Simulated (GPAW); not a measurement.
# TiH2 (I4/mmm) in GPAW: phonons with SOGGA

Aim: the phonons of TiH2 with SOGGA.

Everything below comes from runs of GPAW 26.7.0. Logs are shortened: lines on timing, memory, paths and dates and some standing lists are left out, and cuts for length are marked. The log counts tension as positive stress, the text compression.

### Step 1. The structure

The structure is tetragonal, space group I4/mmm (No. 139). Conventional cell: a = 3.193 Å, b = 3.193 Å, c = 4.267 Å, α = 90.00°, β = 90.00°, γ = 90.00°. Around Ti (site symmetry 4/mmm) lie 8 H at 1.92 Å. H (site symmetry -4m2) has 4 Ti at 1.92 Å and 2 H at 2.13 Å as nearest neighbours.

### Step 2. Phonons, SOGGA

run.py

```python
import json
import numpy as np
from ase import Atoms
from ase.constraints import FixSymmetry
from ase.filters import FrechetCellFilter
from ase.io import write
from ase.optimize import BFGS
from phonopy import Phonopy
from phonopy.structure.atoms import PhonopyAtoms
from gpaw import GPAW, PW, setup_paths

setup_paths.insert(0, '.')

atoms = Atoms(['Ti', 'H', 'H'],
              cell=[[-1.5965, 1.5965, 2.1335],
                    [1.5965, -1.5965, 2.1335],
                    [1.5965, 1.5965, -2.1335]],
              scaled_positions=[[0.0, 0.0, 0.0],
                                [0.25, 0.75, 0.5],
                                [0.75, 0.25, 0.5]],
              pbc=True)

calc = GPAW(mode=PW(600),
            xc='GGA_X_SOGGA+GGA_C_PBE_SOL',
            kpts={'size': (12, 12, 12), 'gamma': True},
            occupations={'name': 'fermi-dirac', 'width': 0.05},
            nbands=18,
            convergence={'density': 1e-06, 'eigenstates': 1e-09},
            maxiter=150,
            txt='gpaw.txt')
atoms.calc = calc
atoms.set_constraint(FixSymmetry(atoms))
BFGS(FrechetCellFilter(atoms), trajectory='relax.traj', logfile='-').run(fmax=0.005, steps=40)
atoms.set_constraint()
energy = atoms.get_potential_energy()
forces = atoms.get_forces()
stress = atoms.get_stress()
calc.write('gs.gpw')
write('result.traj', atoms)
print('Cell:', atoms.cell.cellpar().round(4))
print(atoms.get_scaled_positions().round(5))

def force_constants(scale):
    unit = PhonopyAtoms(symbols=atoms.get_chemical_symbols(), cell=atoms.cell[:] * scale**(1 / 3),
                        scaled_positions=atoms.get_scaled_positions())
    ph = Phonopy(unit, supercell_matrix=np.diag([1, 1, 1]), primitive_matrix=np.eye(3), symprec=1e-4)
    ph.generate_displacements(distance=0.01)
    forces = []
    for i, sc in enumerate(ph.supercells_with_displacements):
        a = Atoms(sc.symbols, cell=sc.cell, scaled_positions=sc.scaled_positions, pbc=True)
        c = GPAW(mode=PW(510),
                 xc='GGA_X_SOGGA+GGA_C_PBE_SOL',
                 kpts={'size': (12, 12, 12), 'gamma': True},
                 occupations={'name': 'fermi-dirac', 'width': 0.05},
                 nbands=18,
                 convergence={'density': 1e-06, 'eigenstates': 1e-09},
                 maxiter=150,
                 txt=f'disp-{scale:.3f}-{i:02d}.txt')
        a.calc = c
        f = a.get_forces()
        forces.append(f - f.mean(axis=0))
        print(f'displacement {i}: drift', f.mean(axis=0).round(5), flush=True)
    ph.forces = forces
    ph.produce_force_constants()
    ph.symmetrize_force_constants()
    return ph

qpoints = [[0.0, 0.0, 0.0]]
results = {}
for scale in [1.0]:
    ph = force_constants(scale)
    ph.run_qpoints(qpoints)
    nu = ph.qpoints.frequencies * 33.35641  # THz to cm^-1
    results[f'{scale:.3f}'] = nu.tolist()
    for qp, f in zip(qpoints, nu):
        print(scale, np.round(qp, 4), f.round(2))
json.dump(results, open('phonons.json', 'w'))
```

Potentials or basis: PAW data sets generated in the run's folder for this functional, pw.

Launch:

```sh
$ gpaw-setup -f GGA_X_SOGGA+GGA_C_PBE_SOL H Ti
$ OMP_NUM_THREADS=1 python run.py
```

gpaw.txt:

```text
__  _  _
 | _ |_)|_||  |
 |__||  | ||/\| - 26.7.0

Input parameters:
  mode=PW(ecut=600.0),
  convergence={'density': 1e-06, 'eigenstates': 1e-09},
  kpts=MonkhorstPack(size=(12, 12, 12), gamma=True),
  maxiter=150,
  nbands=18,
  occupations=Occupations(name='fermi-dirac', width=0.05),
  xc=XC(name='GGA_X_SOGGA+GGA_C_PBE_SOL')

Diagonalizing LCAO Hamiltonian
Converting LCAO to pw mode

        H
           H

       Ti

Atoms  # Å, Bohr magnetons
|   | symbol |        x |        y |        z |    initial magnetic moments |
|---|--------|----------|----------|----------|-----------------------------|
| 0 |     Ti | 0.000000 | 0.000000 | 0.000000 | ( 0.0000,  0.0000,  0.0000) |
| 1 |      H | 1.596500 | 0.000000 | 1.066750 | ( 0.0000,  0.0000,  0.0000) |
| 2 |      H | 0.000000 | 1.596500 | 1.066750 | ( 0.0000,  0.0000,  0.0000) |

Unit cell  # Å
| periodic |         x |         y |         z |  lengths |     angles |
|----------|-----------|-----------|-----------|----------|------------|
|      yes | -1.596500 |  1.596500 |  2.133500 | 3.106356 | 118.145904 |
|      yes |  1.596500 | -1.596500 |  2.133500 | 3.106356 | 118.145904 |
|      yes |  1.596500 |  1.596500 | -2.133500 | 3.106356 |  93.242555 |

Number of symmetries: 16
Symmetry operations  # r_c * U_cc + t_c -> r_c
|    | kind |            matrix            |
|----|------|------------------------------|
|  0 |  σ   |  1, 1, 1,  0, 0,-1,  0,-1, 0 |
|  1 |  C4  |  1, 1, 1,  0, 0,-1, -1, 0, 0 |
|  2 |  E   |  1, 0, 0,  0, 1, 0,  0, 0, 1 |
|  3 |  σ   |  1, 0, 0,  0, 1, 0, -1,-1,-1 |
|  4 |  σ   |  0, 1, 0,  1, 0, 0,  0, 0, 1 |
|  5 |  C2  |  0, 1, 0,  1, 0, 0, -1,-1,-1 |
|  6 |  C2  |  0, 0, 1, -1,-1,-1,  1, 0, 0 |
|  7 |  S4  |  0, 0, 1, -1,-1,-1,  0, 1, 0 |
|  8 |  C4  |  0, 0,-1,  1, 1, 1,  0,-1, 0 |
|  9 |  σ   |  0, 0,-1,  1, 1, 1, -1, 0, 0 |
| 10 |  σ   |  0,-1, 0, -1, 0, 0,  1, 1, 1 |
| 11 |  C2  |  0,-1, 0, -1, 0, 0,  0, 0,-1 |
| 12 |  C2  | -1, 0, 0,  0,-1, 0,  1, 1, 1 |
| 13 |  i   | -1, 0, 0,  0,-1, 0,  0, 0,-1 |
| 14 |  S4  | -1,-1,-1,  0, 0, 1,  1, 0, 0 |
| 15 |  C2  | -1,-1,-1,  0, 0, 1,  0, 1, 0 |

BZ-sampling:
  Number of BZ points: 1728
  Number of IBZ points: 163

  Monkhorst-Pack size: [12, 12, 12]
  Monkhorst-Pack shift: [0.041666666666666664, 0.041666666666666664, 0.041666666666666664]

K-points  # in reciprocal-cell coordinates
|     |                                coordinates |     weight |
|-----|--------------------------------------------|------------|
|   0 | ( -0.00000000,  -0.00000000,  -0.00000000) | 0.00057870 |
|   1 | (  0.08333333,  -0.08333333,  -0.00000000) | 0.00231481 |
|   2 | (  0.08333333,  -0.08333333,   0.08333333) | 0.00231481 |
|   3 | (  0.08333333,  -0.00000000,  -0.00000000) | 0.00462963 |
|   4 | (  0.08333333,   0.08333333,  -0.08333333) | 0.00115741 |
|   5 | (  0.16666667,  -0.16666667,  -0.00000000) | 0.00231481 |
|   6 | (  0.16666667,  -0.16666667,   0.08333333) | 0.00462963 |
|   7 | (  0.16666667,  -0.16666667,   0.16666667) | 0.00231481 |
|   8 | (  0.16666667,  -0.08333333,  -0.00000000) | 0.00925926 |
|   9 | (  0.16666667,  -0.08333333,   0.08333333) | 0.00462963 |
| ... |                                            |            |
| 162 | (  0.50000000,   0.50000000,   0.50000000) | 0.00057870 |
[... 378 lines left out ...]
Fermi level: 7.866
Eigenvalues  # (at kpt = [-0.000, -0.000, -0.000])
| band index |      eig [eV] | occ [0-2] |
|------------|---------------|-----------|
|          0 |       -49.095 |     2.000 |
|          1 |       -25.296 |     2.000 |
|          2 |       -25.296 |     2.000 |
|          3 |       -25.275 |     2.000 |
|          4 |        -2.635 |     2.000 |
|          5 |         7.516 |     1.998 |
[... 8 lines left out ...]
|         14 |        24.515 |     0.000 |
|         15 |        25.964 |     0.000 |
|        ... |               |           |
|         17 |        26.675 |     0.000 |

No gap
No difference between direct/indirect transitions

Stress tensor  # eV/Ang^3
|        x |        y |        z |
|----------|----------|----------|
| 0.033212 | 0.000000 | 0.000000 |
| 0.000000 | 0.033212 | 0.000000 |
| 0.000000 | 0.000000 | 0.034485 |

Forces  # eV/Ang
|       x |        y |        z |
|---------|----------|----------|
| 0.00000 | -0.00000 |  0.00000 |  # Ti   0
| 0.00000 |  0.00000 |  0.00000 |  # H    1
| 0.00000 | -0.00000 | -0.00000 |  # H    2

Interpolating wave functions to new cell

        H
           H

       Ti

Atoms  # Å, Bohr magnetons
|   | symbol |         x |         y |        z |    initial magnetic moments |
|---|--------|-----------|-----------|----------|-----------------------------|
| 0 |     Ti |  0.000000 |  0.000000 | 0.000000 | ( 0.0000,  0.0000,  0.0000) |
| 1 |      H |  1.574178 | -0.000000 | 1.051282 | ( 0.0000,  0.0000,  0.0000) |
| 2 |      H | -0.000000 |  1.574178 | 1.051282 | ( 0.0000,  0.0000,  0.0000) |

Unit cell  # Å
| periodic |         x |         y |         z |  lengths |     angles |
|----------|-----------|-----------|-----------|----------|------------|
|      yes | -1.574178 |  1.574178 |  2.102564 | 3.062164 | 118.128874 |
|      yes |  1.574178 | -1.574178 |  2.102564 | 3.062164 | 118.128874 |
|      yes |  1.574178 |  1.574178 | -2.102564 | 3.062164 |  93.272638 |

Number of symmetries: 16
Symmetry operations  # r_c * U_cc + t_c -> r_c
|    | kind |            matrix            |
|----|------|------------------------------|
|  0 |  σ   |  1, 1, 1,  0, 0,-1,  0,-1, 0 |
|  1 |  C4  |  1, 1, 1,  0, 0,-1, -1, 0, 0 |
|  2 |  E   |  1, 0, 0,  0, 1, 0,  0, 0, 1 |
|  3 |  σ   |  1, 0, 0,  0, 1, 0, -1,-1,-1 |
|  4 |  σ   |  0, 1, 0,  1, 0, 0,  0, 0, 1 |
|  5 |  C2  |  0, 1, 0,  1, 0, 0, -1,-1,-1 |
|  6 |  C2  |  0, 0, 1, -1,-1,-1,  1, 0, 0 |
|  7 |  S4  |  0, 0, 1, -1,-1,-1,  0, 1, 0 |
|  8 |  C4  |  0, 0,-1,  1, 1, 1,  0,-1, 0 |
|  9 |  σ   |  0, 0,-1,  1, 1, 1, -1, 0, 0 |
| 10 |  σ   |  0,-1, 0, -1, 0, 0,  1, 1, 1 |
| 11 |  C2  |  0,-1, 0, -1, 0, 0,  0, 0,-1 |
| 12 |  C2  | -1, 0, 0,  0,-1, 0,  1, 1, 1 |
| 13 |  i   | -1, 0, 0,  0,-1, 0,  0, 0,-1 |
| 14 |  S4  | -1,-1,-1,  0, 0, 1,  1, 0, 0 |
| 15 |  C2  | -1,-1,-1,  0, 0, 1,  0, 1, 0 |
[... 666 lines left out ...]
Stress tensor  # eV/Ang^3
|         x |         y |         z |
|-----------|-----------|-----------|
| -0.001166 | -0.000000 | -0.000000 |
| -0.000000 | -0.001166 |  0.000000 |
| -0.000000 |  0.000000 |  0.002955 |

Forces  # eV/Ang
|        x |       y |        z |
|----------|---------|----------|
|  0.00000 | 0.00000 |  0.00000 |  # Ti   0
|  0.00000 | 0.00000 | -0.00000 |  # H    1
| -0.00000 | 0.00000 |  0.00000 |  # H    2

Interpolating wave functions to new cell

        H
           H

       Ti

Atoms  # Å, Bohr magnetons
|   | symbol |        x |         y |        z |    initial magnetic moments |
|---|--------|----------|-----------|----------|-----------------------------|
| 0 |     Ti | 0.000000 |  0.000000 | 0.000000 | ( 0.0000,  0.0000,  0.0000) |
| 1 |      H | 1.578091 | -0.000000 | 1.049727 | ( 0.0000,  0.0000,  0.0000) |
| 2 |      H | 0.000000 |  1.578091 | 1.049727 | ( 0.0000,  0.0000,  0.0000) |

Unit cell  # Å
| periodic |         x |         y |         z |  lengths |     angles |
|----------|-----------|-----------|-----------|----------|------------|
|      yes | -1.578091 |  1.578091 |  2.099454 | 3.064057 | 1
[... cut ...]
22.0
    valence: 12
    core:    10
    charge:  0.0  # [|e|]
    compensation charges:
      type: gauss
      rc: 0.38  # [Å]
      lmax: 2
    cutoffs:
      filter: 2.23  # [Å]
      core: 1.02  # [Å]
    projectors
    | kind |    occ | energy [eV] | rcut [Å] |
    |------|--------|-------------|----------|
    |   3s |  2.000 |     -62.440 |    1.270 |
    |   4s |  2.000 |      -4.483 |    1.270 |
    |   3p |  6.000 |     -38.780 |    1.058 |
    |   4p |  0.000 |      -1.457 |    1.058 |
    |   3d |  2.000 |      -4.284 |    1.058 |
    |    d |        |      22.927 |    1.058 |

    Using partial waves for Ti as LCAO basis

  H:
    name:    Hydrogen
    Z:       1.0
    valence: 1
    core:    0
    charge:  0.0  # [|e|]
    compensation charges:
      type: gauss
      rc: 0.15  # [Å]
      lmax: 2
    cutoffs:
      filter: 0.85  # [Å]
      core: 0.53  # [Å]
    projectors
    | kind |    occ | energy [eV] | rcut [Å] |
    |------|--------|-------------|----------|
    |   1s |  1.000 |      -6.331 |    0.476 |
    |    s |        |      20.881 |    0.476 |
    |    p |        |       0.000 |    0.476 |

    Using partial waves for H as LCAO basis

Reference energy: -23221.875536  # eV
[... 544 lines left out ...]
Fermi level: 8.263
Eigenvalues  # (at kpt = [-0.000, -0.000, -0.000])
| band index |      eig [eV] | occ [0-2] |
|------------|---------------|-----------|
|          0 |       -48.632 |     2.000 |
|          1 |       -24.815 |     2.000 |
|          2 |       -24.815 |     2.000 |
|          3 |       -24.787 |     2.000 |
|          4 |        -2.436 |     2.000 |
|          5 |         7.882 |     1.999 |
[... 8 lines left out ...]
|         14 |        25.571 |     0.000 |
|         15 |        26.738 |     0.000 |
|        ... |               |           |
|         17 |        27.726 |     0.000 |

No gap
No difference between direct/indirect transitions

Stress tensor  # eV/Ang^3
|        x |        y |        z |
|----------|----------|----------|
| 0.000059 | 0.000000 | 0.000000 |
| 0.000000 | 0.000059 | 0.000000 |
| 0.000000 | 0.000000 | 0.000010 |

Forces  # eV/Ang
|        x |       y |        z |
|----------|---------|----------|
|  0.00000 | 0.00000 |  0.00000 |  # Ti   0
| -0.00000 | 0.00000 | -0.00000 |  # H    1
|  0.00000 | 0.00000 |  0.00000 |  # H    2

# Writing to gs.gpw (mode='')
```

It took 7.9 min on 1 thread of Intel Xeon at 2.80GHz (Skylake/Cascade Lake), shared host; peak memory 0.47 GiB.

Results:

* Free energy: -15.7820 eV
* Relaxed volume: 6.95 Å³/atom
* Relaxed cell: a = 3.055 Å, b = 3.055 Å, c = 3.055 Å, α = 117.55°, β = 117.55°, γ = 94.30°
* Space group after relaxing (to 0.05 Å): I4/mmm (No. 139)
* Pressure after relaxing: 0.0 GPa
* Band gap on the k mesh: none (metal or under the smearing width)
* Highest phonon frequency at Γ: 1376 cm⁻¹

Final structure:
```
CELL_PARAMETERS angstrom
-1.58387 1.58387 2.07792
1.58387 -1.58387 2.07792
1.58387 1.58387 -2.07792
ATOMIC_POSITIONS crystal
Ti 0.00000 0.00000 0.00000
H 0.25000 0.75000 0.50000
H 0.75000 0.25000 0.50000
```

Levels at points of the mesh, in eV from the Fermi level:
| k point | band 3 | band 4 | band 5 | band 6 | band 7 | band 8 | band 9 | band 10 | band 11 | band 12 |
| --- | --- | --- | --- | --- | --- | --- | --- | --- | --- | --- |
| (0.00, 0.00, 0.00) | -33.08 | -33.05 | -10.70 | -0.38 | -0.38 | -0.01 | 0.80 | 1.29 | 1.84 | 14.63 |
| (0.50, 0.00, 0.50) | -33.16 | -33.10 | -7.41 | -5.12 | -0.46 | 0.15 | 2.30 | 2.58 | 5.10 | 6.98 |
| (0.50, 0.50, 0.00) | -33.21 | -33.18 | -5.78 | -5.49 | -3.19 | 2.33 | 2.52 | 2.77 | 7.12 | 7.90 |
| (0.50, 0.50, 0.50) | -33.27 | -33.27 | -6.49 | -4.43 | -3.10 | 2.54 | 2.60 | 2.60 | 7.13 | 7.13 |

Phonon frequencies in cm⁻¹ (negative: imaginary):
| q point | frequencies |
| --- | --- |
| (0.000, 0.000, 0.000) | 0 0 0 1156 1156 1208 1308 1308 1376 |

Caveat: the cutoff is short for stress and forces, so pressures can be off by a GPa or more.
